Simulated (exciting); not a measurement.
# SiO2 (Quartz): the Si L₂,₃ edge from the Bethe–Salpeter equation, part 3 of 3

How far do the exchange and direct terms reshape the Si L₂,₃ edge of SiO2 (Quartz)?

exciting sodium; X-ray absorption, core-level Bethe-Salpeter equation, exchange and statically screened direct term, Tamm-Dancoff, all-electron LAPW+lo PBEsol.

So far. Step 6 (Exchange alone): Maxima (height): 6.4 eV (0.68), 9.7 eV (0.69), 11.5 eV (0.60), 13.3 eV (0.50) and 15.3 eV (0.60). The spectrum differs from the independent-particle run by 3 % r.m.s. The highest maximum lies at 9.7 eV (0.69), against 6.4 eV (0.70). Step 7 (Another input): Wall time by task: xsgeneigvec 58 s, screen 74 s, scrcoulint 80 s, exccoulint 4.6 s, bse 34 s.

### Step 8. Coarser mesh

Changed against the first singlet run: k mesh from 3×3×2 to 2×2×1.

Input file input.xml:

```
<input>
  <title>SiO2</title>
  <structure speciespath="." autormt="false" epslat="1.0e-5">
    <crystal>
      <basevect>9.2895156817 0.0000000000 0.0000000000</basevect>
      <basevect>-4.6447578409 8.0449565692 0.0000000000</basevect>
      <basevect>0.0000000000 0.0000000000 10.2217175788</basevect>
    </crystal>
    <species speciesfile="Si.xml" rmt="1.708">
      <atom coord="0.4697000000 0.4697000000 0.0000000000"/>
      <atom coord="0.0000000000 0.5303000000 0.6666666667"/>
      <atom coord="0.5303000000 0.0000000000 0.3333333333"/>
    </species>
    <species speciesfile="O.xml" rmt="1.238">
      <atom coord="0.8538000000 0.2680000000 0.4523333333"/>
      <atom coord="0.7320000000 0.5858000000 0.7856666667"/>
      <atom coord="0.4142000000 0.1462000000 0.1190000000"/>
      <atom coord="0.2680000000 0.8538000000 0.5476666667"/>
      <atom coord="0.5858000000 0.7320000000 0.2143333333"/>
      <atom coord="0.1462000000 0.4142000000 0.8810000000"/>
    </species>
  </structure>
  <groundstate do="skip" xctype="GGA_PBE_SOL" ngridk="3 3 3" rgkmax="6.5" gmaxvr="14" nempty="8" swidth="0.001" maxscl="100" epsengy="1e-5"/>
  <xs xstype="BSE" ngridk="2 2 1" ngridq="2 2 1" vkloff="0.097 0.273 0.493" rgkmax="6.5" nempty="42" gqmax="3" lmaxapwwf="5" lmaxemat="3" broad="0.01654" tevout="true">
    <energywindow intv="3.002 4.642" points="446"/>
    <screening screentype="full" nempty="70"/>
    <BSE xas="true" xasspecies="1" xasatom="1" xasedge="L23" bsetype="singlet" nstlxas="1 38"/>
    <qpointset>
      <qpoint>0 0 0</qpoint>
    </qpointset>
    <plan>
      <doonly task="xsgeneigvec"/>
      <doonly task="writepmatxs"/>
      <doonly task="scrgeneigvec"/>
      <doonly task="scrwritepmat"/>
      <doonly task="screen"/>
      <doonly task="scrcoulint"/>
    </plan>
  </xs>
</input>
```

Input file input.xml for the exchange start (cutoff and plan only):

```
  gqmax="2.5"
  <plan>
    <doonly task="exccoulint"/>
  </plan>
```

Input file input.xml for the last start (plan only):

```
  <plan>
    <doonly task="bse"/>
  </plan>
```

Run with:

```sh
> OMP_NUM_THREADS=1 mpirun -n 4 exciting
> OMP_NUM_THREADS=1 mpirun -n 4 exciting
> OMP_NUM_THREADS=4 exciting
```

Numbers of over 12 decimals in the logs are rounded to 6 here.

The log of the run:

```text
| EXCITING SODIUM started for task xsgeneigvec ( 301)                          =
One-shot GS runs for BSE calculations
One-shot GS runs for k+qmt/2 grids
Info(xsgeneigvec): Generating eigenvectors for Q-point      1
Info(xsgeneigvec): Generation of eigenvectors finished
| EXCITING SODIUM started for task writepmatxs ( 320)                          =
Info(writepmatxs): Momentum matrix elements finished
| EXCITING SODIUM started for task scrgeneigvec ( 401)                         =
One-shot GS runs for BSE calculations
One-shot GS runs for k+qmt/2 grids
[...]
Info(setup_bse_block): Setting up RR part of hamiltonian
Info(setup_bse_block): Singlet spin state
Info(bse): Diagonalizing RR Hamiltonian (TDA)
Info(bse): Invoking Lapack routine ZHEEVR
       912 eigen solutions found in the interval:
         i1=       1 i2=     912
Info(bse): Writing excition energies and oscillator strengths to text file.
Info(makespectrum_dist): Making spectrum using formula for coupling with time reversed AR basis.
Info(makespectrum_dist): Using formalism for vanishing momentum transfer.
Info(writederived): Writing quantities derived from the macroscopic dielectric function.
Info(bselauncher): Spectrum finished for iqmt=  1
Info(bselauncher): All done for BSE type singlet
```

Elapsed: 4 min, on 4 MPI ranks of Arm Neoverse V1, shared host.

These settings are cheaper. The spectrum differs from the singlet run by 15 % r.m.s. The highest maximum lies at -1.7 eV (1.18), against -0.5 eV (1.00). The first bright state moves from -1.94 to -1.76 eV. The lowest bare transition of this run lies at 2.11 eV, against 0.74. A coarse mesh samples few band energies, and it inflates the long-range part of the attraction.

```csv
E (eV),first run,this run
-6.0,0.03,0.03
-5.0,0.04,0.04
-4.0,0.07,0.07
-3.0,0.18,0.17
-2.0,0.90,0.86
-1.0,0.84,1.10
0.0,0.91,0.69
1.0,0.48,0.42
2.0,0.39,0.40
3.0,0.45,0.45
4.0,0.49,0.46
5.0,0.60,0.66
6.0,0.84,0.83
7.0,0.62,0.64
8.0,0.44,0.43
9.0,0.38,0.33
10.0,0.38,0.38
11.0,0.34,0.36
12.0,0.31,0.28
13.0,0.33,0.34
14.0,0.35,0.34
15.0,0.34,0.39
16.0,0.35,0.44
17.0,0.31,0.36
```

### Step 9. From independent particles to the full kernel

```csv
level,curve passes 0.15 (eV),highest maximum (eV),its height
IP,2.2,6.4,0.70
RPA,2.2,9.7,0.69
singlet,-3.1,-0.5,1.00
```

```csv
E (eV),IP,RPA,singlet
-6.0,0.01,0.01,0.03
-5.0,0.01,0.01,0.04
-4.0,0.01,0.01,0.07
-3.0,0.01,0.01,0.18
-2.0,0.02,0.01,0.90
-1.0,0.02,0.02,0.84
0.0,0.03,0.03,0.91
1.0,0.07,0.07,0.48
2.0,0.14,0.13,0.39
3.0,0.32,0.30,0.45
4.0,0.55,0.51,0.49
5.0,0.62,0.59,0.60
6.0,0.68,0.65,0.84
7.0,0.66,0.65,0.62
8.0,0.54,0.53,0.44
9.0,0.62,0.60,0.38
10.0,0.67,0.67,0.38
11.0,0.58,0.57,0.34
12.0,0.56,0.57,0.31
13.0,0.48,0.49,0.33
14.0,0.49,0.49,0.35
15.0,0.57,0.57,0.34
16.0,0.54,0.56,0.35
17.0,0.58,0.59,0.31
```

### Step 10. Summary of results

* absorber and edge: Si L₂,₃, atom 1
* surroundings: 4 O at 1.61 Å (tetrahedral, site symmetry 2)
* first bright state: -1.94 eV from the Kohn–Sham onset, on this mesh
* highest maximum: -0.5 eV
* cost of the BSE run: 20 min on 4 MPI ranks of Arm Neoverse V1, shared host; the last task ran on as many threads

**Reading.** Is a core exciton bound? Yes on this mesh: the first bright state (over 5 % of the brightest) lies at -1.94 eV from the Kohn–Sham onset and at -2.68 eV from the lowest bare transition of its own mesh. Exchange alone changes the independent-particle spectrum by 3 % r.m.s. Binding energies aren't converged on 18 k points, and fine structure above the first lines is partly noise of the mesh. Exchange and the short-range direct term aren't converged in the kernel cutoff. The zero comes from the unshifted 3×3×3 ground-state mesh; it is exact only where the band minimum lies on that mesh. The conduction states carry no spin here, so the exchange coupling to the spinor core hole is only partly held. The Kohn–Sham onset, 94 eV, is no photon energy (tabulated edge of the element: 99.2 eV): the scale needs a rigid shift. No quasiparticle correction widens the gap or stretches the bands. Vibrations and energy-dependent lifetimes are left out. The structure is a published determination, not relaxed.

[Banner, clock and machine lines of the logs are left out without a mark of their own.]

[Logs are printed without paths, hosts, clocks, repeated set-up lines and the standing remarks that a program may print on its own settings, such as how far it seeks lower states.]

[Hosts, paths, dates, database ids (printed as entryN), source tags and the programs' standing remarks are cut or masked in the printed files.]
